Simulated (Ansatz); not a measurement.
Ta:

```
Ta
1.0
     2.90037    0.00000    0.00000
    -1.45019    2.51180    0.00000
     0.00000    0.00000    5.16627
Ta
2
Cartesian
  0.0000 1.6745 1.2916
  1.4502 0.8373 3.8747
```

This isn't the form of Ta at room conditions, which is bcc.

- Program: Ansatz 0.2.0
- Task: relaxation of cell and atoms
- Functional: PBEsol
- Potentials or basis: all-electron LAPW, scalar-relativistic
- Basis error allowed: 0.001 eV/atom
- k mesh: 11 × 11 × 5
- Occupations: fermi-dirac, width 0.05 eV
- Spin: no spin polarisation

At the start: volume 18.82 Å³/atom.

Task: How do energy, volume and symmetry change on relaxing?

Result: Over 4 steps the energy falls by 17.3 meV/atom and the volume is 18.10 Å³/atom (-3.8 %); space group P6_3/mmc (No. 194, to 0.05 Å).

The path:
| step | energy change (eV) | largest force (eV/Å) | volume (Å³) |
| --- | --- | --- | --- |
| 1 | 0.0000 | 0.0000 | 37.64 |
| 2 | -0.0338 | 0.0000 | 36.41 |
| 3 | -0.0346 | 0.0000 | 36.21 |
| 4 | -0.0346 | 0.0000 | 36.21 |

Final structure:
```
Ta
1.0
     2.85881    0.00000    0.00000
    -1.42940    2.47580    0.00000
     0.00000    0.00000    5.11593
Ta
2
Cartesian
  0.0000 1.6505 1.2790
  1.4294 0.8253 3.8369
```
